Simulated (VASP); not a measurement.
Crystal: NbN.

```
Nb N
1.0
     0.00000    2.19450    2.19450
     2.19450    0.00000    2.19450
     2.19450    2.19450    0.00000
Nb N
1 1
Cartesian
  2.1945 2.1945 2.1945
  0.0000 0.0000 0.0000
```

Measurements of this composition are mostly on another form, of space group No. 194.

```yaml
Program: VASP 6.6.1
Task: relaxation of cell and atoms
Functional: LDA
Potentials_or_basis: VASP PAW LDA potentials, release 64 (Nb_sv, N)
Cutoff: 600 eV
k_mesh: 14 × 14 × 14
Occupations: methfessel-paxton, width 0.1 eV
Spin: no spin polarisation
```

At the start: pressure -7.7 GPa; volume 10.57 Å³/atom.

Question: How do energy, volume and symmetry change on relaxing?

Answer: Over 3 steps the energy falls by 5.9 meV/atom and the volume is 10.33 Å³/atom (-2.2 %); space group Fm-3m (No. 225, to 0.05 Å).

The path:
```tsv
step	energy change (eV)	largest force (eV/Å)	pressure (GPa)	volume (Å³)
1	0.0000	0.0000	-7.72	21.14
2	0.0509	0.0000	20.21	19.62
3	-0.0117	0.0000	-0.14	20.66
```

Final structure:
```
CELL_PARAMETERS angstrom
0.00000 2.17804 2.17804
2.17804 0.00000 2.17804
2.17804 2.17804 0.00000
ATOMIC_POSITIONS crystal
Nb 0.50000 0.50000 0.50000
N 0.00000 0.00000 0.00000
```
